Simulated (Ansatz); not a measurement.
# KI: frozen-core PAW against all-electron methods

```
K I
1.0
     0.00000    3.99456    3.99456
     3.99456    0.00000    3.99456
     3.99456    3.99456    0.00000
K I
1 1
Direct
  0.00000 0.00000 0.00000
  0.25000 0.25000 0.25000
```

Atom numbers follow the list: K1, I2.

The structure comes from a relaxation in the same program, started in the zincblende type, and has space group F-43m. Whether it is a known phase or the ground state wasn't checked.

No spin–orbit coupling, which matters for the heavy atoms here.

Levels of theory: DFT, PBE, PAW with Ansatz's default frozen-core files, scalar-relativistic (Ansatz 0.2.0); DFT, PBE, all-electron LAPW, scalar-relativistic (Ansatz 0.2.0).

For PAW: a Γ-centred 9×9×9 k mesh, Fermi–Dirac smearing of 0.03 eV, cutoff 420 eV, no spin polarisation. LAPW targets a basis error of 0.5 meV/atom. The Ansatz runs share mesh, smearing and spin set-up. Plane-wave (PAW) pressures include the program's estimate of the Pulay term.

Stress and pressure are positive in compression.

Levels count from the top of the valence band.

PAW results:

```tsv
quantity	PAW
pressure (GPa)	0.00
band gap (eV)	3.896
highest filled level at K (eV)	-0.042
lowest empty level at K (eV)	5.568
highest filled level at L (eV)	-0.011
lowest empty level at L (eV)	5.616
highest filled level at X (eV)	-0.060
lowest empty level at X (eV)	5.278
```

**Question.** What does full-potential LAPW give for the same quantities?

**Answer.** 
| quantity | LAPW |
| --- | --- |
| pressure (GPa) | 0.01 |
| band gap (eV) | 3.895 |
| highest filled level at K (eV) | -0.042 |
| lowest empty level at K (eV) | 5.567 |
| highest filled level at L (eV) | -0.011 |
| lowest empty level at L (eV) | 5.615 |
| highest filled level at X (eV) | -0.061 |
| lowest empty level at X (eV) | 5.277 |
